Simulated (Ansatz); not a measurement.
The first iterations of a band of a periodic cell of 33 atoms, Al32O (host Al, host structure fcc, interstitial O).

All numbers below come from Ansatz, DFT PBE, scalar-relativistic, plane waves, PAW. Settings: cutoff 420 eV, k mesh 3x3x3, fermi-dirac smearing 0.05 eV, no spin polarisation.

```json
{
 "movable images": "7",
 "climbing image": "yes",
 "spring": "2.0 to 10.0 eV/Å², energy-weighted",
 "optimiser": "quadratic models (default)",
 "start path": "straight line",
 "force threshold": "0.05 eV/Å",
 "iteration limit": "31",
 "end points": "relaxed"
}
```

Initial state:

```xyz
33
Lattice="8.1000 0.0000 0.0000 0.0000 8.1000 0.0000 0.0000 0.0000 8.1000" Properties=species:S:1:pos:R:3
Al 4.022 -0.005 0.052
Al 6.044 1.971 0.053
Al 6.044 -0.005 2.030
Al -0.020 -0.020 0.040
Al 1.983 1.982 0.039
Al 4.012 4.012 0.053
Al 6.051 6.051 0.053
Al 1.983 -0.018 2.043
Al 4.022 1.970 2.028
Al 6.054 4.013 2.031
Al 4.013 -0.007 4.072
Al 6.052 1.971 4.073
Al 6.052 -0.008 6.111
Al -0.004 4.022 0.052
Al 1.971 6.044 0.053
Al -0.018 1.983 2.043
Al 1.970 4.022 2.028
Al 4.013 6.054 2.031
Al -0.005 -0.005 4.080
Al 1.972 1.972 4.079
Al 3.939 3.939 3.989
Al 6.128 6.128 3.998
Al 1.971 -0.005 6.102
Al 4.013 1.971 6.109
Al 6.128 3.936 6.188
Al -0.005 6.044 2.030
Al -0.007 4.013 4.072
Al 1.971 6.052 4.073
Al -0.005 1.970 6.102
Al 1.971 4.012 6.109
Al 3.936 6.127 6.188
Al -0.008 6.052 6.111
O 5.031 5.031 5.092
```

Final state:

```xyz
33
Lattice="8.1000 0.0000 0.0000 0.0000 8.1000 0.0000 0.0000 0.0000 8.1000" Properties=species:S:1:pos:R:3
Al 4.027 0.022 0.053
Al 6.069 2.052 0.054
Al 6.069 0.030 2.031
Al -0.055 0.031 0.054
Al 1.987 2.061 0.053
Al 4.018 4.103 0.055
Al 6.056 6.093 0.041
Al 1.988 0.022 2.032
Al 4.027 2.061 2.032
Al 6.056 4.090 2.044
Al 4.103 -0.054 3.997
Al 6.067 2.061 4.073
Al 6.067 0.022 6.112
Al -0.041 4.090 0.041
Al 1.996 6.079 0.054
Al -0.055 2.053 2.030
Al 1.996 4.104 2.031
Al 4.018 6.080 2.031
Al -0.054 0.022 4.073
Al 1.911 2.138 3.996
Al 4.026 4.103 4.073
Al 6.069 6.080 4.081
Al 1.911 -0.055 6.189
Al 4.103 2.138 6.189
Al 6.069 4.104 6.103
Al -0.041 6.093 2.044
Al -0.055 4.103 4.082
Al 1.987 6.081 4.073
Al -0.054 2.061 6.112
Al 1.987 4.102 6.112
Al 4.026 6.081 6.112
Al -0.055 6.079 6.104
O 3.007 1.042 5.093
```

| iteration | highest image above the first end (eV) | largest band force component (eV/Å) |
| --- | --- | --- |
| 1 | 11.192 | 54.786 |
| 2 | 3.088 | 13.926 |
| 3 | 1.826 | 7.512 |
| 4 | 1.222 | 3.041 |
| 5 | 1.164 | 2.375 |
| 6 | 1.184 | 2.009 |

Task: Does the band converge within its limit, and where does its top end?

Result: The run converged. It ended after 19 iterations with the highest image 0.991 eV above the first end. The profile has 3 maxima (images 1, 4, 7) with wells between them (images 3, 5): this band takes more than one step, which may be the mechanism or a detour left from its start path. By the program's own check the climbing image is a first-order saddle point (lowest curvatures found: -2.16 and 0.97 eV/Å²). Limits of this set-up: coarse k mesh, a small cell, in which the defect meets its images, a typed lattice constant that wasn't relaxed here.

The run took 39 min on 4 threads of AMD EPYC 7B13 (Zen 3), on a shared host, peak memory 5.2 GiB.
